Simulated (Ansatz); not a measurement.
# In9As10: the cost of one run

Computed with Ansatz 0.2.0 (DFT PBEsol, scalar-relativistic, plane waves, PAW, unless a step's input says otherwise).

The COD entry's cell or inner coordinates are ideal or old and differ from later refinements, so a difference from it is no clean test against experiment.

1 further run of the same task is left out (set aside as unsound or not needed).

## 1. Starting point

It takes space group F-43m (No. 216, cubic). The conventional cell has a = 6.087 Å, b = 6.087 Å, c = 6.087 Å, α = 90.00°, β = 90.00°, γ = 90.00°. Around In (site symmetry -43m) lie 4 As at 2.64 Å. As (site symmetry -43m) has 4 In at 2.64 Å in its first shell of neighbours.

As a file:

```cif
data_structure
_symmetry_space_group_name_H-M 'F-43m'
_symmetry_Int_Tables_number 216
_cell_length_a 6.0875
_cell_length_b 6.0875
_cell_length_c 6.0875
_cell_angle_alpha 90.000
_cell_angle_beta 90.000
_cell_angle_gamma 90.000
_cell_volume 225.58
loop_
_atom_site_label
_atom_site_type_symbol
_atom_site_symmetry_multiplicity
_atom_site_Wyckoff_symbol
_atom_site_fract_x
_atom_site_fract_y
_atom_site_fract_z
_atom_site_occupancy
In1 In 4 a 0.00000 0.00000 0.00000 1
As1 As 4 c 0.25000 0.25000 0.25000 1
```

It is the result of an earlier relaxation at this level (volume 28.20 Å³/atom; gap on the mesh: none (metal)).

Bulk energy on matching settings, from an earlier run: -5169.4143 eV/atom.

## 2. Cutting the (210) slab

Miller indices refer to the conventional cell of the relaxed bulk, F-43m (No. 216): a = 6.087 Å, b = 6.087 Å, c = 6.087 Å, α = 90.00°, β = 90.00°, γ = 90.00°.

The slab is a (210) slab, 12.3 Å thick as cut, with 15 Å of vacuum; its outer planes are As (top) and As (bottom).

The slab as cut. Its planes from the bottom up:

```
plane  atoms per cell  height over the lowest (Å)
    1              As                        0.00
    2              In                        0.68
    3              As                        1.36
    4              In                        2.04
    5              As                        2.72
    6              In                        3.40
    7              As                        4.08
    8              In                        4.76
    9              As                        5.44
   10              In                        6.13
   11              As                        6.81
   12              In                        7.49
   13              As                        8.17
   14              In                        8.85
   15              As                        9.53
   16              In                       10.21
   17              As                       10.89
   18              In                       11.57
   19              As                       12.25
```

## 3. The slab as cut, atoms at the bulk's places

A dipole layer in the vacuum cancels the field that periodic copies would set up if the slab's two faces differ.

Contents of input.yaml:

```yaml
crystal:
  lattice:
    - [6.0874659231, 0.0, 0.0]
    - [-3.0437329616, 6.8059938074, 0.0]
    - [0.0, 0.0, 27.2507888533]
  atoms:
    - { symbol: As, position: [0.1, 0.7, 0.2752213905] }
    - { symbol: In, position: [0.7, 0.4, 0.3001967915] }
    - { symbol: As, position: [0.8, 0.1, 0.3251721926] }
    - { symbol: In, position: [0.4, 0.8, 0.3501475937] }
    - { symbol: As, position: [0.5, 0.5, 0.3751229947] }
    - { symbol: In, position: [0.1, 0.2, 0.4000983958] }
    - { symbol: As, position: [0.2, 0.9, 0.4250737968] }
    - { symbol: In, position: [0.8, 0.6, 0.4500491979] }
    - { symbol: As, position: [0.9, 0.3, 0.4750245989] }
    - { symbol: In, position: [0.5, 0.0, 0.5] }
    - { symbol: As, position: [0.6, 0.7, 0.5249754011] }
    - { symbol: In, position: [0.2, 0.4, 0.5499508021] }
    - { symbol: As, position: [0.3, 0.1, 0.5749262032] }
    - { symbol: In, position: [0.9, 0.8, 0.5999016042] }
    - { symbol: As, position: [0.0, 0.5, 0.6248770053] }
    - { symbol: In, position: [0.6, 0.2, 0.6498524063] }
    - { symbol: As, position: [0.7, 0.9, 0.6748278074] }
    - { symbol: In, position: [0.3, 0.6, 0.6998032085] }
    - { symbol: As, position: [0.4, 0.3, 0.7247786095] }
basis:
  ecutwfc: 420
kpoints:
  mp_grid: { grid: [6, 5, 1] }
hamiltonian:
  xc: pbesol
scf:
  occupations: { method: gaussian, width: 0.1 }
output:
  forces: true
  stress: true
  eigenvalues: true
  write_density: true
  write_potential: true
  elf: true
  volumetric_format: npy
efield:
  axis: 3
  dipole_correction: true
  ramp_width: 0.04
```

Run with:

```bash
> ansatz run input.yaml --threads 4 --pin off --max-ram 10240MiB --backend cpu --events-out ev --progress --plain --runs-dir out
```

What time and memory should one allow on 4 threads of Intel Xeon Platinum 8259CL at 2.50GHz (Skylake/Cascade Lake), shared host?

About 1.8 min, with a peak of 4.6 GiB.
